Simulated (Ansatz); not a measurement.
## Squeezing AlNi (NiAs type)

```
CELL_PARAMETERS angstrom
3.61597 0.00000 0.00000
-1.80798 3.13152 0.00000
0.00000 0.00000 5.02485
ATOMIC_POSITIONS crystal
Ni 0.00000 0.00000 0.00000
Ni 0.00000 0.00000 0.50000
Al 0.33333 0.66667 0.25000
Al 0.66667 0.33333 0.75000
```

The cell comes from a relaxation on PAW files under the same functional, begun from a prototype that needn't be the stable phase.

Its volume is scaled, and at each volume shape and atoms are relaxed on PAW files; all methods then take that cell.

Level of theory: DFT with PBE, scalar-relativistic, in Ansatz 0.2.0; a Γ-centred 11×11×7 k mesh, Fermi–Dirac smearing of 0.1 eV, no spin polarisation. LAPW: all electrons, basis error target 1 meV/atom; PAW: frozen-core files, cutoff 420 eV; norm-conserving: pseudopotentials, cutoff 1400 eV.

Energies are extrapolated to zero smearing and count from the unscaled cell; pressure is positive in compression; gaps take the mesh and a band path. No temperature or zero-point motion is included.

Spin polarisation is left out, though a magnetic state may lie lower.

```json
{"V/V0": "1.00", "V (Å³/atom)": "14.22", "P LAPW (GPa)": "-0.03", "ΔE LAPW (eV/atom)": "0.000", "P PAW − LAPW (GPa)": "0.04", "ΔE PAW − LAPW (meV/atom)": "0.0", "space group": "P6_3/mmc", "shortest distance (Å)": "?"}
{"V/V0": "0.94", "V (Å³/atom)": "13.37", "P LAPW (GPa)": "8.29", "ΔE LAPW (eV/atom)": "0.021", "P PAW − LAPW (GPa)": "0.06", "ΔE PAW − LAPW (meV/atom)": "0.2", "space group": "P6_3/mmc", "shortest distance (Å)": "2.385"}
{"V/V0": "0.88", "V (Å³/atom)": "12.52", "P LAPW (GPa)": "19.68", "ΔE LAPW (eV/atom)": "0.094", "P PAW − LAPW (GPa)": "0.10", "ΔE PAW − LAPW (meV/atom)": "0.6", "space group": "P6_3/mmc", "shortest distance (Å)": "2.330"}
{"V/V0": "0.80", "V (Å³/atom)": "11.38", "P LAPW (GPa)": "41.7", "ΔE LAPW (eV/atom)": "0.306", "P PAW − LAPW (GPa)": "0.18", "ΔE PAW − LAPW (meV/atom)": "1.5", "space group": "P6_3/mmc", "shortest distance (Å)": "2.254"}
```

(1) Give the missing entry: row "1.00", column "shortest distance (Å)".

(2) From the table, what is the rise of the enthalpy H = E + pV up to the last row, and how stiff is the crystal between the last two rows?

(3) At the smallest volume, how far does norm-conserving lie from LAPW in pressure?

(4) How do the Löwdin populations by LAPW change from the unscaled cell to the last row?

## Answers

(1) 2.436.

(2) ΔH = 0.306 eV + (41.7 GPa × 11.38 Å³ + 0.03 GPa × 14.22 Å³) × 0.006242 eV/(GPa·Å³) = 3.27 eV/atom, of which pV makes 91 %. The mean bulk modulus there is −ΔP/Δln V = 231 GPa.

(3) norm-conserving: +0.15 GPa, on a LAPW pressure of 41.7 GPa.

(4) Ni 3d 8.93 → 8.98, Al 3s 1.20 → 1.10, Al 3p 2.12 → 2.23 electrons an atom. These are projections on the shells that the free atoms fill; 0.32 e a cell lies outside them at the start and 0.32 e at the end.
